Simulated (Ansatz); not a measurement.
A run of Ansatz 0.2.0:

Contents of input.yaml:

```yaml
crystal:
  lattice:
    - [0.0, 2.77, 2.77]
    - [2.77, 0.0, 2.77]
    - [2.77, 2.77, 0.0]
  atoms:
    - { symbol: Te, position: [0.75, 0.75, 0.75] }
    - { symbol: Be, position: [0.0, 0.0, 0.0] }
kpoints:
  mp_grid: { grid: [8, 8, 8] }
scf:
  occupations: { method: fermi_dirac, width: 0.05 }
hamiltonian:
  xc: pbe
  dispersion: d3bj
  pseudopotentials: { kind: all_electron, lapw: { basis_error: 0.001 } }
output:
  forces: true
  stress: true
relax:
  f_tol: 0.02
  max_steps: 60
  cell: {}
```

Potentials or basis: all-electron LAPW, scalar-relativistic.

Launch:

```console
$ ansatz run input.yaml --threads 1 --pin off --max-ram 3072MiB --backend cpu --events-out ev --progress --plain --runs-dir out
```

Hardware: 1 thread of AMD EPYC 9R45 96-Core Processor (Zen 5), with other jobs on the host.

**Question.** How long does it take, and how much memory?

**Answer.** Wall time 5.5 s on 1 thread of AMD EPYC 9R45 96-Core Processor (Zen 5), on a shared host, peak memory 0.32 GiB. Counts: scf iterations 17, plane waves 339, k points 29, bands 18, ion steps 4.
